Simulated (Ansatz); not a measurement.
Crystal: Ti2Co.

```
Co Ti
1.0
     0.00000    3.36500    3.36500
     3.36500    0.00000    3.36500
     3.36500    3.36500    0.00000
Co Ti
2 4
Direct
  0.75000 0.75000 0.75000
  0.50000 0.50000 0.50000
  0.12500 0.62500 0.12500
  0.12500 0.12500 0.62500
  0.62500 0.12500 0.12500
  0.12500 0.12500 0.12500
```

Alike in all runs: program Ansatz 0.2.0; functional PBEsol; potentials or basis Ansatz PAW; cutoff 420 eV (not typed: the program's choice for these potentials); k mesh 6 × 6 × 6; occupations fermi-dirac, width 0.05 eV.

The same cell was started in several ways:

```tsv
start	free energy over the lowest (meV/atom)	net moment (μB)	site or absolute moments (μB)	gap
collinear spin, ferromagnetic start of up to 2 μB; fixed moment 8	315.3	8.00	Co +1.74; Ti +0.83	-
collinear spin, ferromagnetic start of up to 3 μB; fixed moment 12	931.1	12.00	Co +2.21; Ti +1.30	-
collinear spin, ferromagnetic start of up to 1.5 μB; fixed moment 6	134.1	6.00	Co +1.52; Ti +0.58	-
collinear spin, ferromagnetic start of up to 2.5 μB; fixed moment 10	574.9	10.00	Co +1.98; Ti +1.06	-
collinear spin, ferromagnetic start of up to 0.5 μB; fixed moment 2	2.3	2.00	Co +0.75; Ti +0.12	-
collinear spin, ferromagnetic start of up to 4 μB; fixed moment 16	1919.3	16.00	Co +2.63; Ti +1.77	-
collinear spin, program default start; fixed moment 0	0.0	0.00	-	-
collinear spin, ferromagnetic start of up to 1 μB; fixed moment 4	42.0	4.00	Co +1.15; Ti +0.36	-
```

All polarised runs hold their moment fixed, so the table maps the energy against it. A still lower state may exist.

Caveats: the cell is far from rest, so the order of the states can change on relaxing; the total moment is fixed, so each spin has its own Fermi level.
